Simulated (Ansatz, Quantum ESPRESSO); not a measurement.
PdIn: the pressure in 2 programs

The cell as given:

```xyz
2
Lattice="3.2719 0.0000 0.0000 0.0000 3.2719 0.0000 0.0000 0.0000 3.2719" Properties=species:S:1:pos:R:3 pbc="T T T"
In    0.0000    0.0000    0.0000
Pd    1.6359    1.6359    1.6359
```

The cell comes from a database or a generator and needn't be the stable form of this composition.

Kept alike: task relaxation of cell and atoms; functional PBEsol; k mesh 8 × 8 × 8; occupations fermi-dirac, width 0.05 eV; no spin polarisation. The mesh is that of the run's cell of 2 atoms. No spin-orbit coupling.

- A: Ansatz, all-electron LAPW, scalar-relativistic
- B: Quantum ESPRESSO, GBRV 1.5 PBEsol, cutoff 871 eV

| pressure (GPa) | A: volume (Å³/atom) | B: volume (Å³/atom) |
| --- | --- | --- |
| 0 | 17.114 | 16.940 |
| 5 | ? | 16.405 |
| 10 | 16.100 | 15.962 |
| 20 | 15.364 | 15.253 |

Values hold for each row's relaxed cell, which stops near the pressure aimed at. The runs follow the start's structure, whether or not it is the stable one at these pressures.

**Question.** Estimate the value left open.

**Answer.** In the median of the other rows A lies +0.138 Å³/atom from the other column, which points to 16.543; the run gave 16.561 Å³/atom, +0.018 from it.
